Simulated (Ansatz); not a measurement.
# Ge: band gap under strain

How does strain move the band edges of Ge built on the diamond prototype, and do the functionals agree on it? States: -2.0 % strain along z alone; -1.0 % strain along z alone; +1.0 % strain along z alone.

Code: Ansatz 0.2.0. PAW datasets, plane waves. Spin-unpolarised throughout; all numbers are computed.

### Step 1. The cell

The unstrained cell was relaxed with r2SCAN; in each strained cell the atoms were relaxed again with r2SCAN. Names of k-points are those of the unstrained zone, where strain can split equivalent points. First state: -2.0 % strain along z alone.

Space group I4_1/amd (No. 141), tetragonal; conventional cell a = 4.012 Å, c = 5.560 Å, 22.37 Å³ an atom. Ge has 4 Ge at 2.44 Å.

The structure in full:

```xyz
2
Lattice="0.0000 2.8369 2.7801 2.8369 0.0000 2.7801 2.8369 2.8369 0.0000" Properties=species:S:1:pos:R:3 pbc="T T T"
Ge    0.0000    0.0000    0.0000
Ge    1.4184    1.4184    1.3901
```

From earlier runs on the unstrained cell: PBE 0.00 eV, r2SCAN 0.36 eV, HSE06 0.78 eV, r2SCAN+SOC 0.27 eV; a = 5.674 Å.

### Step 2. -2.0 % strain along z alone: PBE

The input, input.yaml:

```yaml
crystal:
  lattice:
    - [0.0, 2.8368735121, 2.7801360418]
    - [2.8368735121, 0.0, 2.7801360418]
    - [2.8368735121, 2.8368735121, 0.0]
  atoms:
    - { symbol: Ge, position: [0.0, 0.0, 0.0] }
    - { symbol: Ge, position: [0.25, 0.25, 0.25] }
kpoints:
  mp_grid: { grid: [8, 8, 8] }
  band_path:
    path:
      - [0.0, 0.0, 0.0]
      - [0.5, 0.0, 0.5]
      - [0.625, 0.25, 0.625]
      - [0.375, 0.375, 0.75]
      - [0.5, 0.5, 0.5]
      - [0.5, 0.25, 0.75]
    npoints: 1
hamiltonian:
  xc: pbe
scf:
  occupations: { method: fermi_dirac, width: 0.02 }
  n_extra_bands: 4
output:
  forces: true
  stress: true
  eigenvalues: true
```

On the command line:

```
> ansatz run input.yaml --threads 2 --pin off --max-ram 20275MiB --backend cpu --events-out ev --progress --plain --runs-dir out
```

Further steps of the session: -2.0 % strain along z alone: r2SCAN; -2.0 % strain along z alone: HSE06; -2.0 % strain along z alone: r2SCAN+SOC; -1.0 % strain along z alone: PBE; -1.0 % strain along z alone: r2SCAN; -1.0 % strain along z alone: HSE06; -1.0 % strain along z alone: r2SCAN+SOC; +1.0 % strain along z alone: PBE; +1.0 % strain along z alone: r2SCAN; +1.0 % strain along z alone: HSE06; +1.0 % strain along z alone: r2SCAN+SOC.

Q: Predict the outcome of this session.

**Answer**, as computed:

Least gap in eV (negative: overlap), with the change from the unstrained cell in brackets:

```
                      state  volume change (%)           PBE        r2SCAN         HSE06
-2.0 % strain along z alone               -2.0  0.03 (+0.03)  0.39 (+0.03)  0.73 (-0.05)
-1.0 % strain along z alone               -1.0  0.01 (+0.01)  0.40 (+0.04)  0.76 (-0.02)
+1.0 % strain along z alone               +1.0  0.00 (-0.00)  0.24 (-0.12)  0.65 (-0.13)
```

What this shows: The largest move of the HSE06 gap in the table is -0.128 eV, under +1.0 % strain along z alone. PBE and HSE06 differ by 0.78 eV on the unstrained gap, and by at most 0.13 eV on its change. Under -1.0 % strain along z alone and under +1.0 % strain along z alone PBE gives no gap, or under 0.02 eV, while HSE06 has one.
